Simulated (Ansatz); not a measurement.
WC:

```
W C
1.0
     0.00000    2.30211    2.30211
     2.30211    0.00000    2.30211
     2.30211    2.30211    0.00000
W C
1 1
Cartesian
  0.0000 0.0000 0.0000
  3.4532 3.4532 3.4532
```

The cell was built by a generator and needn't be a form met in nature.

```yaml
Program: Ansatz 0.2.0
Task: relaxation of cell and atoms
Functional: B3LYP
Potentials_or_basis: Ansatz PAW
Cutoff: "420 eV (not typed: the program's choice for these potentials)"
k_mesh: 5 × 5 × 5
Occupations: fermi-dirac, width 0.05 eV
Spin: no spin polarisation
```

At the start: volume 12.20 Å³/atom.

Task: Where does the relaxation end?

Result: It ends after 7 steps and the volume is 13.05 Å³/atom (+7.0 %); space group F-43m (No. 216, to 0.05 Å).

Step by step:
```csv
step,energy change (eV),largest force (eV/Å),volume (Å³)
1,0.0000,0.0000,24.40
2,-0.0968,0.0000,26.35
3,-0.0995,0.0000,26.11
4,-0.0995,0.0000,26.08
5,-0.1032,0.0000,26.08
6,-0.1032,0.0000,26.10
7,-0.1032,0.0000,26.10
```

Final structure:
```xyz
2
Lattice="0.0000 2.3544 2.3544 2.3544 0.0000 2.3544 2.3544 2.3544 0.0000" Properties=species:S:1:pos:R:3 pbc="T T T"
W     0.0000    0.0000    0.0000
C     3.5316    3.5316    3.5316
```

Caveat: the k mesh is coarse (spacing up to 0.47 Å⁻¹), so the values aren't converged, least of all with exact exchange; the plane-wave basis is chosen anew once the cell has moved, so the energies of steps on either side of that aren't comparable; the PAW data sets come from PBE, with cores solved anew for the run's functional, which leaves a small shift of forces and pressure.
